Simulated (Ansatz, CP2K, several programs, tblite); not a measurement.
Energy against volume for wurtzite CaO (it has left that coordination), at fixed shape and fractional coordinates, computed by several methods (PBE and r2SCAN, where shown, with plane waves in Ansatz); the cell shown is that of r2SCAN. With free coordinates or axes held, a curve is too stiff, and on another method's shape its minimum isn't the method's own volume. Space group P6_3/mmc (No. 194), hexagonal; a = 3.981 Å, c = 4.770 Å in the conventional setting, 16.37 Å³ an atom. Around Ca lie 5 O at 2.30–2.39 Å; around O lie 5 Ca at 2.30–2.39 Å. Simulation only: spin-unpolarised, and no claim that this is the phase found in nature. Energies count from each curve's lowest point; fits are third-order Birch-Murnaghan.

```cif
data_structure
_symmetry_space_group_name_H-M 'P6_3/mmc'
_symmetry_Int_Tables_number 194
_cell_length_a 3.9808
_cell_length_b 3.9808
_cell_length_c 4.7704
_cell_angle_alpha 90.000
_cell_angle_beta 90.000
_cell_angle_gamma 120.000
_cell_volume 65.47
loop_
_atom_site_label
_atom_site_type_symbol
_atom_site_symmetry_multiplicity
_atom_site_Wyckoff_symbol
_atom_site_fract_x
_atom_site_fract_y
_atom_site_fract_z
_atom_site_occupancy
Ca1 Ca 2 d 0.33333 0.66667 0.75000 1
O1 O 2 c 0.33333 0.66667 0.25000 1
```

PBE/SZV (CP2K), on the shape of the cell shown:
```tsv
V (Å³/atom)	E (meV/atom)
14.403	639.87
15.385	386.78
16.367	207.98
17.349	83.67
18.331	0.00
```
The lowest point is an end point, so the minimum isn't bracketed.

PBE, on the shape of its own relaxed cell:

| V (Å³/atom) | E (meV/atom) |
| --- | --- |
| 15.688 | 18.02 |
| 16.188 | 4.34 |
| 16.689 | 0.00 |
| 17.190 | 3.77 |
| 17.690 | 14.45 |

V₀ = 16.69 Å³ an atom and B₀ = 86 GPa.

Q: PBE/DZVP (CP2K), on the shape of the cell shown, gives

| V (Å³/atom) | E (meV/atom) |
| --- | --- |
| 14.403 | 135.54 |
| 15.385 | 45.02 |
| 16.367 | 4.55 |
| 17.349 | 0.00 |
| 18.331 | 21.92 |

What equilibrium volume and bulk modulus follow?

A: V₀ = 16.99 Å³ an atom and B₀ = 83 GPa.

Q: r2SCAN, on the shape of its own relaxed cell, gives
```tsv
V (Å³/atom)	E (meV/atom)
15.385	19.30
15.876	4.57
16.367	0.00
16.858	4.12
17.349	15.67
```
What equilibrium volume and bulk modulus follow?

A: V₀ = 16.37 Å³ an atom and B₀ = 94 GPa.

GFN1-xTB (tblite), on the shape of the cell shown, as a cluster of 72 atoms at the zone centre:
```tsv
V (Å³/atom)	E (meV/atom)
14.403	0.00
15.385	30.73
16.367	81.85
17.349	145.72
18.331	217.21
```
This method closes the gap of a crystal that DFT finds insulating, so its curve rests on a wrong state.
The lowest point is an end point, so the minimum isn't bracketed.
